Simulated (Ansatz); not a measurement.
# SiO2: the cost of one run

Program: Ansatz 0.2.0. Level of theory: DFT LDA, scalar-relativistic, plane waves, PAW. These are calculated values, not measurements.

## Step 1: The structure to begin with

It takes space group P4_32_12 (No. 96, tetragonal). Conventional cell: a = 4.976 Å, b = 4.976 Å, c = 6.901 Å, α = 90.00°, β = 90.00°, γ = 90.00°. Around Si (site symmetry 2) lie 4 O at 1.61 Å. Around O (site symmetry 1) lie 2 Si at 1.61 Å.

Coordinates:

```cif
data_structure
_symmetry_space_group_name_H-M 'P 1'
_symmetry_Int_Tables_number 1
_cell_length_a 4.9756
_cell_length_b 4.9756
_cell_length_c 6.9009
_cell_angle_alpha 90.000
_cell_angle_beta 90.000
_cell_angle_gamma 90.000
_cell_volume 170.84
loop_
_atom_site_label
_atom_site_type_symbol
_atom_site_fract_x
_atom_site_fract_y
_atom_site_fract_z
_atom_site_occupancy
Si1 Si 0.19675 0.19675 0.00000 1
Si2 Si 0.30325 0.69675 0.75000 1
Si3 Si 0.69675 0.30325 0.25000 1
Si4 Si 0.80325 0.80325 0.50000 1
O1 O 0.61039 0.73824 0.68204 1
O2 O 0.38961 0.26176 0.18204 1
O3 O 0.73824 0.61039 0.31796 1
O4 O 0.23824 0.88961 0.93204 1
O5 O 0.26176 0.38961 0.81796 1
O6 O 0.11039 0.76176 0.56796 1
O7 O 0.88961 0.23824 0.06796 1
O8 O 0.76176 0.11039 0.43204 1
```

Source of the structure: the Materials Project (structure only).

(A quick probe on a coarse mesh, which set the mesh and smearing, is not shown.)

## Step 3: The relaxation

input.yaml reads:

```yaml
crystal:
  lattice:
    - [4.97558882, 0.0, 0.0]
    - [0.0, 4.97558882, 0.0]
    - [0.0, 0.0, 6.90088944]
  atoms:
    - { symbol: Si, position: [0.19675344, 0.19675344, 0.0] }
    - { symbol: Si, position: [0.30324656, 0.69675344, 0.75] }
    - { symbol: Si, position: [0.69675344, 0.30324656, 0.25] }
    - { symbol: Si, position: [0.80324656, 0.80324656, 0.5] }
    - { symbol: O, position: [0.61038707, 0.73824237, 0.68204156] }
    - { symbol: O, position: [0.38961293, 0.26175763, 0.18204156] }
    - { symbol: O, position: [0.73824237, 0.61038707, 0.31795844] }
    - { symbol: O, position: [0.23824237, 0.88961293, 0.93204156] }
    - { symbol: O, position: [0.26175763, 0.38961293, 0.81795844] }
    - { symbol: O, position: [0.11038707, 0.76175763, 0.56795844] }
    - { symbol: O, position: [0.88961293, 0.23824237, 0.06795844] }
    - { symbol: O, position: [0.76175763, 0.11038707, 0.43204156] }
basis:
  ecutwfc: 420
kpoints:
  mp_grid: { grid: [6, 6, 4] }
hamiltonian:
  xc: lda
scf:
  occupations: { method: gaussian, width: 0.02 }
output:
  forces: true
  stress: true
  eigenvalues: true
  write_density: true
  write_potential: true
  elf: true
  volumetric_format: npy
relax:
  adjacent_minimum: "off"
  f_tol: 0.005
  max_steps: 80
  cell: { stress_tol: 0.05 }
```

The run is started by

```console
> ansatz run input.yaml --threads 2 --pin off --max-ram 5120MiB --backend cpu --events-out ev --progress --plain --runs-dir out
```

**Question.** How long does this run take on 2 threads of Intel Xeon 6975P-C (Granite Rapids), shared host, and how much memory does it need?

About 64 s, with a peak of 0.54 GiB.
